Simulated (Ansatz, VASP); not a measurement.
# CdTe in VASP and in Ansatz

```
Cd Te
1.0
     0.00000    3.48802    3.24467
     3.24467    0.00000    3.24467
     3.24467    3.48802    0.00000
Cd Te
1 1
Cartesian
  0.0000 0.0000 0.0000
  4.8670 5.2320 4.8670
```

Change from the starting cell: strain +0.0750 x Voigt [0, 1, 0, 0, 0, 0], atoms carried along.

Alike in both runs: task single point; functional PBEsol; k mesh 8 × 8 × 8; occupations gaussian, width 0.05 eV; no spin polarisation.

```csv
,VASP,Ansatz
version,VASP 6.6.1,Ansatz 0.2.0
potentials or method,"VASP PAW PBE potentials, release 64 (Cd, Te)","scalar-relativistic, plane waves, PAW"
plane-wave cutoff (eV),520,420
valence electrons in the cell,18,36
```

VASP gave:

* gap on the k mesh at the Fermi level (eV): 0.34
* least direct gap on the mesh (eV): 0.34
* pressure (GPa): -2.5
* largest component of the traceless stress (GPa): 1.02

Estimate Ansatz's values.

gap on the k mesh at the Fermi level (eV): 0.34; least direct gap on the mesh (eV): 0.34; pressure (GPa): -2.6; largest component of the traceless stress (GPa): 1.02.

The two sets of potentials don't hold the same shells in valence.

Caveats: the PAW data sets were made with another functional, which shifts forces and pressure a little (VASP); spin-orbit coupling is left out, which moves the levels of the heavy elements.
